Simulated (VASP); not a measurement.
Runs of VASP 6.6.1 on TiTe. Symmetry: Fm-3m, No. 225, cubic system. The conventional cell has a = 6.100 Å, b = 6.100 Å, c = 6.100 Å, α = 90.00°, β = 90.00°, γ = 90.00°. Ti (site symmetry m-3m) has 6 Te at 3.05 Å as nearest neighbours. Te (site symmetry m-3m) has 6 Ti at 3.05 Å as nearest neighbours. The cell comes from a database or a generator and needn't be the stable form of this composition.

```tsv
level	U	gap on the mesh (eV)	pressure (GPa)
r2SCAN+U	Ti d U = 5 eV	none	-9.1
r2SCAN	-	-	(a)
r2SCAN+U	Ti d U = 8 eV	none	(b)
r2SCAN+U	Ti d U = 4 eV	none	-9.5
r2SCAN+U	Ti d U = 3 eV	none	-9.9
```

Alike in all rows: task single point; potentials or basis VASP PAW PBE potentials, release 64 (Ti_sv, Te); no spin polarisation; cell as given; k mesh 8 × 8 × 8; cutoff (eV) 520; smearing fermi-dirac 0.05 eV.

**Question.** Fill in the values left out.

**Answer.** (a) -11.3; (b) -8.0.

Caveats: the PAW data sets were made with another functional, which shifts forces and pressure a little; U without spin polarisation on a metal has little footing (some runs); the U is typed as a test and isn't derived for this compound (some runs); the bands computed are all filled at some k points, so no gap is given (some runs).

A k mesh can miss the band edges, and the runs leave out spin-orbit coupling on Te.

A gap of «none» marks a metal or a gap under the smearing width.
